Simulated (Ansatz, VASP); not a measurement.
# TiC in VASP and in Ansatz

```
Ti C
1.0
     0.00000    2.16572    2.16572
     2.16572    0.00000    2.16572
     2.16572    2.16572    0.00000
Ti C
1 1
Direct
  0.00000 0.00000 0.00000
  0.50000 0.50000 0.50000
```

The cell is a database's computed one.

Alike in both runs: task single point; functional PBE; dispersion D3(BJ); k mesh 11 × 11 × 11; occupations fermi-dirac, width 0.05 eV; no spin polarisation.

|  | VASP | Ansatz |
| --- | --- | --- |
| version | VASP 6.6.1 | Ansatz 0.2.0 |
| potentials or method | VASP PAW PBE potentials, release 64 (Ti_sv, C) | Ansatz PAW |
| plane-wave cutoff (eV) | 520 | 420 |
| valence electrons in the cell | 16 | 16 |

VASP gave:

```
gap on the k mesh at the Fermi level (eV) : none
pressure (GPa)                            : -6.8
dispersion energy (meV/atom)              : -445.4
```

What did Ansatz give for the same quantities?

gap on the k mesh at the Fermi level (eV): none; pressure (GPa): -7.0; dispersion energy (meV/atom): -445.5.

A gap of «none» marks a metal or a gap that the smearing closes.

Caveats: pairwise dispersion overbinds metals, which lowers pressure and volume.
